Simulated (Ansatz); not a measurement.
I need a single point of FeCo, space group Pm-3m. Use Ansatz 0.2.0, Python API. Use: LDA, PAW, cutoff 380 eV, 10×10×10 k-points, Methfessel-Paxton smearing of 0.15 eV, collinear spin.

```cif
data_structure
_symmetry_space_group_name_H-M 'P 1'
_symmetry_Int_Tables_number 1
_cell_length_a 2.8570
_cell_length_b 2.8570
_cell_length_c 2.8570
_cell_angle_alpha 90.000
_cell_angle_beta 90.000
_cell_angle_gamma 90.000
_cell_volume 23.32
loop_
_atom_site_label
_atom_site_type_symbol
_atom_site_fract_x
_atom_site_fract_y
_atom_site_fract_z
_atom_site_occupancy
Fe1 Fe 0.50000 0.50000 0.50000 1
Co1 Co 0.00000 0.00000 0.00000 1
```

`scf_feco.py`:
```python
from pathlib import Path

import ansatz as az
from ase.io.cube import read_cube_data
from ase.units import Bohr
import numpy as np


def main() -> None:
    crystal = (
        az.Lattice.of((2.857, 0.0, 0.0), (0.0, 2.857, 0.0), (0.0, 0.0, 2.857))
        .atom('Fe', (0.5, 0.5, 0.5))
        .atom('Co', (0.0, 0.0, 0.0))
        .moments(Fe=2.4, Co=1.8)
    )

    setup = (
        crystal.calculation()
        .occupations('Methfessel-Paxton', width=150 * az.meV)
        .kpoints(10, center='gamma')
        .functional('lda')
        .mixing('msr1')
        .basis(380, xc_grid=2)
        .scf(tolerance=1e-09, max_iterations=80)
        .accuracy('high')
        .spin('collinear')
        .density_of_states(energy_step=0.1, projected=True)
        .density()
        .output_files(volumetric_format='cube')
    )
    out = setup.run()
    rep = out.report

    energy = rep['free_energy_ev']
    print('F of the FeCo cell: {:.6f} eV = {:.6f} Ry = {:.6f} Ha'.format(energy, energy / 13.605693, energy / 27.211386))
    print('Fermi level {:.4f} eV, {} k-points, {} symmetry operations'.format(rep['fermi_energy_ev'], rep['n_kpoints'], rep['n_symmetry_ops']))

    dos = out.density_of_states()
    energy = np.asarray(dos.energies_ev) - dos.fermi_ev
    projected = out.projected_density_of_states()
    step = energy[1] - energy[0]
    for index, site in enumerate(projected.sites):
        for shell in site.shells:
            curve = sum(np.sum(part.g_bin_mean_per_ev, axis=0) for part in shell.curves)
            print(f'site {index} {site.species:2s} {shell.label:3s} filled {curve[energy <= 0].sum() * step:7.3f}  at E_F {np.interp(0, energy, curve):7.3f} /eV')

    print(setup.to_python())

    used = rep['setup']
    print('cutoffs (eV):', used['ecut_ev'], used['ecutrho_ev'], ' FFT grid:', used['fft_dense'])
    print('cell volume {:.3f} A^3, {} symmetry operations'.format(used['cell_volume_ang3'], used['n_sym_ops']))

    folder = Path(out.write_results('cubes'))
    print('\n'.join((folder / 'rho.cube').read_text().splitlines()[: 6 + 2]))
    values, cube_atoms = read_cube_data(str(folder / 'rho.cube'))
    print('electrons from the file:', round(values.mean() * cube_atoms.get_volume() / Bohr ** 3, 3))

    rho = out.density()
    total = sum(ch.density_e_per_ang3 for ch in rho.channels[:2]) if len(rho.channels) < 3 else rho.channels[0].density_e_per_ang3
    print('grid', rho.dims, 'electrons', round(float(total.mean() * rho.cell_volume_ang3), 4))
    print(f'density range {total.min():.4f} to {total.max():.4f} e/A^3')
    print(np.array2string(total[:: max(rho.dims[0] // 8, 1), :: max(rho.dims[1] // 8, 1), 0], precision=3, suppress_small=True))


if __name__ == '__main__':
    main()
```

Output of `python scf_feco.py`:
```text
DeckWarning: basis.ecutwfc = 380 eV is below the records' recommended 420 eV, and the density's cutoff is lower with it unless basis.ecutrho_ratio is high enough to keep the records' density cutoff: compare with a run at a higher cutoff
F of the FeCo cell: -9482.502359 eV = -696.951075 Ry = -348.475537 Ha
Fermi level 17.5913 eV, 56 k-points, 48 symmetry operations
site 0 Fe 3S  filled   1.989  at E_F   0.000 /eV
site 0 Fe 4S  filled   0.949  at E_F   0.064 /eV
site 0 Fe 3P  filled   5.997  at E_F   0.000 /eV
site 0 Fe 3D  filled   6.757  at E_F   0.878 /eV
site 1 Co 3S  filled   1.988  at E_F   0.000 /eV
site 1 Co 4S  filled   0.965  at E_F   0.045 /eV
site 1 Co 3P  filled   5.997  at E_F   0.001 /eV
site 1 Co 3D  filled   7.819  at E_F   0.464 /eV
(
    az.Lattice.of(((2.857, 0.0, 0.0), (0.0, 2.857, 0.0), (0.0, 0.0, 2.857)))
    .atom("Fe", (0.5, 0.5, 0.5))
    .atom("Co", (0.0, 0.0, 0.0))
    .moments({"Co": 1.8, "Fe": 2.4})
    .calculation()
    .accuracy("high")
    .basis(cutoff=380.0, xc_grid=2)
    .kpoints(10, 10, 10, shift=(0.0, 0.0, 0.0))
    .functional("lda")
    .spin("collinear")
    .scf(max_iterations=80, tolerance=1e-09)
    .mixing(algorithm="msr1")
    .occupations(method="methfessel_paxton", width=0.15)
    .density()
    .output_files(volumetric_format="cube")
    .density_of_states(energy_step=0.1, projected=True)
)

cutoffs (eV): 380.0 1520.0  FFT grid: [24, 24, 24]
cell volume 23.320 A^3, 48 symmetry operations
ansatz rho
values in e/bohr^3 (x slowest, z fastest)
    2    0.000000    0.000000    0.000000
   24    0.224956    0.000000    0.000000
   24    0.000000    0.224956    0.000000
   24    0.000000    0.000000    0.224956
   26   26.000000    2.699474    2.699474    2.699474
   27   27.000000    0.000000    0.000000    0.000000
electrons from the file: 33.0
grid (24, 24, 24) electrons 33.0
density range 0.2259 to 56.9799 e/A^3
[[56.98  17.507  1.648  0.329  0.241  0.329  1.648 17.507]
 [17.507  6.924  1.05   0.304  0.234  0.304  1.05   6.924]
 [ 1.648  1.05   0.422  0.259  0.226  0.259  0.422  1.05 ]
 [ 0.329  0.304  0.259  0.237  0.23   0.237  0.259  0.304]
 [ 0.241  0.234  0.226  0.23   0.227  0.23   0.226  0.234]
 [ 0.329  0.304  0.259  0.237  0.23   0.237  0.259  0.304]
 [ 1.648  1.05   0.422  0.259  0.226  0.259  0.422  1.05 ]
 [17.507  6.924  1.05   0.304  0.234  0.304  1.05   6.924]]
```
(Warnings from the package without file and line.)

Notes:
- The settings weren't tested for convergence.
- The cutoff lies under the one recommended for these potentials.
- Other magnetic orders than the one started from may lie lower.
- The mesh is modest for a metal, so energies can be off by several to tens of meV an atom and pressures by half a GPa or more; differences at equal mesh fare better.
- Only differences from the Fermi energy are physical; the zero of the scale is a convention.
- Projections exist only for the shells that the potentials hold, some of them semicore, and samples at single energies can miss narrow peaks.
- Densities and potentials on the grid are those of the valence electrons, and inside the cores they hang on the potentials used.
- The starting cell is as deposited in a crystallographic database; the results hold for this polymorph, which needn't be the stable one.
- The computed bands are complete only to about 7.6 eV above the Fermi level; beyond that the density of states is undercounted.
- Timing: 7.5 s on 1 thread of Arm Neoverse V2 (shared host), peak memory 0.43 GiB.
